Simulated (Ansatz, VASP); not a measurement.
## Two plane-wave programs on KCl (Sylvite)

```
CELL_PARAMETERS angstrom
0.00000 3.14485 3.14485
3.14485 0.00000 3.14485
3.14485 3.14485 0.00000
ATOMIC_POSITIONS crystal
K 0.00000 0.00000 0.00000
Cl 0.50000 0.50000 0.50000
```

Alike in both runs: task single point; functional r2SCAN; k mesh 6 × 6 × 6; no spin polarisation.

|  | VASP | Ansatz |
| --- | --- | --- |
| version | VASP 6.6.1 | Ansatz 0.2.0 |
| potentials or method | VASP PAW PBE potentials, release 64 (K_sv, Cl) | plane waves |
| plane-wave cutoff (eV) | 520 | 500 |
| occupations | gaussian, width 0.01 eV | fixed |
| valence electrons in the cell | 16 | 16 |

VASP gave:

* gap on the k mesh at the Fermi level (eV): 5.84
* pressure (GPa): 0.0

Task: Which values does Ansatz return?

Result: gap on the k mesh at the Fermi level (eV): 5.83; pressure (GPa): 0.0.

Caveats: the PAW data sets were made with another functional, which shifts forces and pressure a little (VASP). r2SCAN opens gaps a little over a GGA but as a rule still falls short of measured ones.
